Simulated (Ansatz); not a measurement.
Al2O3:

```
CELL_PARAMETERS angstrom
2.88432 0.00000 0.00000
-1.44216 2.49790 0.00000
0.00000 0.00000 9.33675
ATOMIC_POSITIONS crystal
Al 0.00000 0.00000 0.85001
Al 0.00000 0.00000 0.14999
O 0.33333 0.66667 0.77768
O 0.66667 0.33333 0.00000
O 0.33333 0.66667 0.22232
```

Measurements of this composition are mostly on another form, of space group No. 167.

Base run:

* Program: Ansatz 0.2.0
* Functional: HSE06
* Potentials or basis: Ansatz PAW
* Cutoff: 420 eV
* Density cutoff: 1680 eV
* k mesh: 8 × 8 × 2
* Occupations: fermi-dirac, width 0.05 eV
* Spin: no spin polarisation

Its results: band gap on the k mesh 6.54 eV, indirect (least direct gap 6.75 eV); largest force 0.433 eV/Å.

**Question.** The run is repeated on the same cell with these changes: functional from HSE06 to PBE0. What comes out?

**Answer.** Band gap on the k mesh 7.29 eV, indirect (least direct gap 7.51 eV); largest force 0.443 eV/Å.

Caveats: the PAW data sets come from PBE, with cores solved anew for the run's functional, which leaves a small shift of forces and pressure.

Not every run made on this cell is shown here.
